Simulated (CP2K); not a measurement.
Runs of CP2K 2026.2 on Cd. Symmetry: P6_3/mmc, No. 194, hexagonal system. Conventional cell: a = 2.979 Å, b = 2.979 Å, c = 5.618 Å, α = 90.00°, β = 90.00°, γ = 120.00°. Cd (site symmetry -6m2) is surrounded by 12 Cd at 2.98 to 3.29 Å. 

```tsv
level	gap on the mesh (eV)	pressure (GPa)
HLE16	none	(b)
PW91	none	(a)
WC	none	-0.5
PBEsol	none	-1.0
LDA	none	-3.1
TPSS	none	-0.7
PBE	none	3.2
```

Alike in all rows: task band structure; potentials or basis POTENTIAL_UZH Cd GTH-PBE-q12; TZVP-MOLOPT-PBE-GTH basis; no spin polarisation; cell as given; k mesh 10 × 10 × 5; smearing fermi-dirac 0.05 eV.

**Question.** Fill in the values left out.

**Answer.** (a) 3.3; (b) -5.9.

Caveats: the basis of atomic orbitals isn't converged, which shifts pressures, moduli and gaps; the potentials were made for another functional, which shifts forces and pressure (some runs); the potentials were made for a functional far from this one (some runs).

A k mesh can miss the band edges, and the runs leave out spin-orbit coupling on Cd.

A gap of «none» marks a metal or a gap under the smearing width.
